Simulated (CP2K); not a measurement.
## PtS2 in CP2K: the effect of functional

PtS2:

```xyz
3
Lattice="3.5432 0.0000 0.0000 -1.7716 3.0685 0.0000 0.0000 0.0000 5.0388" Properties=species:S:1:pos:R:3 pbc="T T T"
Pt    0.0000    0.0000    0.0000
S     1.7716    1.0228    3.8950
S     0.0000    2.0457    1.1438
```

Alike in all runs:

| Quantity | Value |
| --- | --- |
| Program | CP2K 2026.2 |
| Task | single point |
| Potentials or basis | POTENTIAL_UZH Pt GTH-PBE-q18, S GTH-PBE-q6; TZVP-MOLOPT-PBE-GTH basis |
| Density cutoff | 9184 eV |
| k mesh | 9 × 9 × 5 |
| Occupations | fermi-dirac, width 0.05 eV |
| Spin | no spin polarisation |

```tsv
functional	gap on the mesh (eV)	pressure (GPa)	largest force (eV/Å)
LDA	0.92	6.1	1.14
PBEsol	0.96	7.9	1.19
HLE16	1.15	-11.5	1.42
rev-vdW-DF2	0.99	11.4	1.64
WC	?	?	?
r2SCAN	1.19	10.1	1.41
```

Q: What does the run with functional WC give?

A: gap on the mesh 0.96 eV; pressure 8.7 GPa; largest force 1.29 eV/Å.

Caveats: the potentials were made for another functional, which shifts forces and pressure; spin-orbit coupling is left out, which moves the levels of the heavy elements; an odd mesh through Γ misses points on the zone boundary, where band edges often lie; the basis of atomic orbitals isn't converged, which shifts pressures, moduli and gaps; the potentials were made for a functional far from this one (some runs).

Runs at the PBE level aren't shown here.
